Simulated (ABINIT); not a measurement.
Crystal: HfO2.

```xyz
6
Lattice="3.5580 0.0000 0.0000 0.0000 3.5580 0.0000 0.0000 0.0000 5.1719" Properties=species:S:1:pos:R:3 pbc="T T T"
Hf    0.0000    0.0000    0.0000
Hf    1.7790    1.7790    2.5859
O     0.0000    1.7790    1.0199
O     1.7790    0.0000    1.5660
O     1.7790    0.0000    4.1519
O     0.0000    1.7790    3.6059
```

Measurements of this composition are mostly on another form, of space group No. 14.

Program: ABINIT 10.8.3 (patched build). Alike in all runs: task single point; potentials or basis JTH PAW PBE v2.0; no spin polarisation; cell as given; smearing fermi-dirac 0.05 eV. Hardware: 1 thread of Arm Neoverse V1, on a shared host.

Task: Order these runs on this cell by their wall time, lowest first.
A. level r2SCAN; k mesh 3 × 3 × 2; cutoff (eV) 762; fine-grid cutoff 1360.57 eV; mesh quality coarse
B. level PBEsol; k mesh 5 × 5 × 3; cutoff (eV) 626; fine-grid cutoff 1224.51 eV; mesh quality not flagged
C. level PBE; k mesh 3 × 3 × 2; cutoff (eV) 626; fine-grid cutoff 1224.51 eV; mesh quality coarse

Result: C (26 s), B (56 s), A (130 s).

Caveats: some runs use coarse meshes.

Not every run made on this cell is shown here.
